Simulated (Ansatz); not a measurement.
**KTaO3: Co on a K site**

What does a Co on a K site cost in KTaO3, and how do its neighbours move? It is set in a cell of 40 host atoms.

Computed with Ansatz 0.2.0 (DFT PBE, scalar-relativistic, plane waves, PAW, unless a step's input says otherwise).

4 further runs of the same task are left out: 4 set aside as unsound or not needed.

## 1. The starting structure

Symmetry: Pm-3m, No. 221, cubic system. The conventional cell has a = 4.024 Å, b = 4.024 Å, c = 4.024 Å, α = 90.00°, β = 90.00°, γ = 90.00°. Around K (site symmetry m-3m) lie 12 O at 2.85 Å. Around Ta (site symmetry m-3m) lie 6 O at 2.01 Å. O (site symmetry 4/mmm) has 2 Ta at 2.01 Å and 4 K at 2.85 Å as nearest neighbours.

Structure file:

```cif
data_structure
_symmetry_space_group_name_H-M 'P 1'
_symmetry_Int_Tables_number 1
_cell_length_a 4.0244
_cell_length_b 4.0244
_cell_length_c 4.0244
_cell_angle_alpha 90.000
_cell_angle_beta 90.000
_cell_angle_gamma 90.000
_cell_volume 65.18
loop_
_atom_site_label
_atom_site_type_symbol
_atom_site_fract_x
_atom_site_fract_y
_atom_site_fract_z
_atom_site_occupancy
K1 K 0.50000 0.50000 0.50000 1
Ta1 Ta 0.00000 0.00000 0.00000 1
O1 O 0.00000 0.50000 0.00000 1
O2 O 0.00000 0.00000 0.50000 1
O3 O 0.50000 0.00000 0.00000 1
```

It goes back to an entry of the Materials Project.

It is the result of an earlier relaxation at this level (volume 13.04 Å³/atom; gap on the mesh: 2.16 eV).

The perfect supercell (rows 2 0 0; 0 -2 0; 0 0 -2 in vectors of this cell) was computed beforehand with the same settings: E(σ→0) = -105426.0117 eV for 40 atoms, gap 3.08 eV on its own mesh.

## 2. Making the defect

The atom at (0.250, 0.250, 0.250) of the supercell is replaced. The other atoms start on their ideal sites. Its neighbours are 12 O at 2.85 Å.

## 3. Relaxation at the host's cell

Contents of input.yaml:

```yaml
crystal:
  lattice:
    - [8.0487713904, 0.0, 0.0]
    - [0.0, -8.0487713904, 0.0]
    - [0.0, 0.0, -8.0487713904]
  atoms:
    - { symbol: Co, position: [0.25, 0.25, 0.25], spin: 3.0 }
    - { symbol: K, position: [0.25, 0.25, 0.75] }
    - { symbol: K, position: [0.25, 0.75, 0.25] }
    - { symbol: K, position: [0.25, 0.75, 0.75] }
    - { symbol: K, position: [0.75, 0.25, 0.25] }
    - { symbol: K, position: [0.75, 0.25, 0.75] }
    - { symbol: K, position: [0.75, 0.75, 0.25] }
    - { symbol: K, position: [0.75, 0.75, 0.75] }
    - { symbol: Ta, position: [0.0, 0.0, 0.0] }
    - { symbol: Ta, position: [0.0, 0.0, 0.5] }
    - { symbol: Ta, position: [0.0, 0.5, 0.0] }
    - { symbol: Ta, position: [0.0, 0.5, 0.5] }
    - { symbol: Ta, position: [0.5, 0.0, 0.0] }
    - { symbol: Ta, position: [0.5, 0.0, 0.5] }
    - { symbol: Ta, position: [0.5, 0.5, 0.0] }
    - { symbol: Ta, position: [0.5, 0.5, 0.5] }
    - { symbol: O, position: [0.0, 0.25, 0.0] }
    - { symbol: O, position: [0.0, 0.25, 0.5] }
    - { symbol: O, position: [0.0, 0.75, 0.0] }
    - { symbol: O, position: [0.0, 0.75, 0.5] }
    - { symbol: O, position: [0.5, 0.25, 0.0] }
    - { symbol: O, position: [0.5, 0.25, 0.5] }
    - { symbol: O, position: [0.5, 0.75, 0.0] }
    - { symbol: O, position: [0.5, 0.75, 0.5] }
    - { symbol: O, position: [0.0, 0.0, 0.25] }
    - { symbol: O, position: [0.0, 0.0, 0.75] }
    - { symbol: O, position: [0.0, 0.5, 0.25] }
    - { symbol: O, position: [0.0, 0.5, 0.75] }
    - { symbol: O, position: [0.5, 0.0, 0.25] }
    - { symbol: O, position: [0.5, 0.0, 0.75] }
    - { symbol: O, position: [0.5, 0.5, 0.25] }
    - { symbol: O, position: [0.5, 0.5, 0.75] }
    - { symbol: O, position: [0.25, 0.5, 0.0] }
    - { symbol: O, position: [0.25, 0.5, 0.5] }
    - { symbol: O, position: [0.25, 1.0, 0.0] }
    - { symbol: O, position: [0.25, 1.0, 0.5] }
    - { symbol: O, position: [0.75, 0.5, 0.0] }
    - { symbol: O, position: [0.75, 0.5, 0.5] }
    - { symbol: O, position: [0.75, 1.0, 0.0] }
    - { symbol: O, position: [0.75, 1.0, 0.5] }
  host:
    lattice:
      - [4.0243856952, 0.0, 0.0]
      - [0.0, 4.0243856952, 0.0]
      - [0.0, 0.0, 4.0243856952]
    atoms:
      - { symbol: K, position: [0.5, 0.5, 0.5] }
      - { symbol: Ta, position: [0.0, 0.0, 0.0] }
      - { symbol: O, position: [0.0, 0.5, 0.0] }
      - { symbol: O, position: [0.0, 0.0, 0.5] }
      - { symbol: O, position: [0.5, 0.0, 0.0] }
basis:
  ecutwfc: 420
  xc_grid: 2
kpoints:
  mp_grid: { grid: [2, 2, 2], shift: [0.5, 0.5, 0.5] }
hamiltonian:
  xc: pbe
scf:
  occupations: { method: gaussian, width: 0.01 }
output:
  forces: true
  stress: false
  eigenvalues: true
  populations: true
  charged_corrections: { defect_position: [0.25, 0.25, 0.25] }
  write_density: true
  write_potential: true
  elf: true
  volumetric_format: npy
magnetization:
  spin_polarized: true
relax:
  adjacent_minimum: "off"
  f_tol: 0.025
  max_steps: 45
```

The run is started by

```sh
$ ansatz run input.yaml --threads 4 --pin off --max-ram 6144MiB --backend cpu --events-out ev --progress --plain --runs-dir out
```

Further runs follow: charge 0, second spin start.

Q: Predict the outcome of this session. Wanted: formation energy, neutral; moment, neutral; nearest atoms after relaxation, one image of each, neutral.

The runs gave:

| quantity | value |
| --- | --- |
| formation energy, neutral | 5.83 eV |
| moment, neutral | 2.00 μB |
| nearest atoms after relaxation, one image of each, neutral | 12 O at 2.81 Å |

In words: The neutral defect costs 5.83 eV against the elements. The neutral defect changes the cell's moment by 2.00 μB. With 40 host sites the defect feels its images, so energies are good to tenths of an eV at best. A distortion of lower symmetry was not tried. Spin-orbit coupling is left out, which matters for the bands of Ta.
